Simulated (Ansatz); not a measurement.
Input deck for Ansatz 0.2.0, then the block of the output on the nuclei.

The start is a structure deposited in the COD.

```yaml
crystal:
  lattice:
    - [0.0, 2.82685, 2.82685]
    - [2.82685, 0.0, 2.82685]
    - [2.82685, 2.82685, 0.0]
  atoms:
    - { symbol: Ga, position: [0.0, 0.0, 0.0] }
    - { symbol: As, position: [0.25, 0.25, 0.25] }
kpoints:
  mp_grid: { grid: [13, 13, 13] }
scf:
  occupations: { method: fermi_dirac, width: 0.02 }
hamiltonian:
  xc: pbe
  pseudopotentials: { kind: paw }
output:
  forces: true
  stress: true
  populations: true
  efg:
    quadrupole_moments_barn: { Ga: 0.107, As: 0.311 }
    contact_densities: true
relax:
  f_tol: 0.02
  max_steps: 60
```

```sh
ansatz run input.yaml --threads 1 --pin off --max-ram 3072MiB --backend cpu --events-out ev --progress --plain --runs-dir out
```

The run relaxes the ions first, and the block belongs to the relaxed positions.

Of the output, the block on the nuclei alone is shown; the set-up, the SCF iterations, energies, forces and stress are cut. One atom of each set with nearly equal values is shown.

```
--- PAW observables at the nuclei: V_zz in 10²¹ V/m², potentials from the cell's mean, atoms counted from 1 ---
  atom   1  Ga V_zz =    -0.000000   η = 0.0000   by run symmetry: forbidden   C_q = -0.0000 MHz
            electrostatic potential = -4130.779930 V   contact ρ = 187418.983788 e/Å³
  atom   2  As V_zz =    +0.000000   η = 0.0000   by run symmetry: forbidden   C_q = +0.0000 MHz
            electrostatic potential = -4514.540677 V   contact ρ = 235493.138925 e/Å³
```

The relaxation (1 step) took 5.2 s of wall time (5.2 s of CPU time) and 0.49 GiB at its peak, on 1 thread of AMD EPYC 9R14 (Zen 4) (x86_64; 16 cores open to the job, memory cap 3.0 GiB, no GPU), a shared host with a load of 0.3 a core.
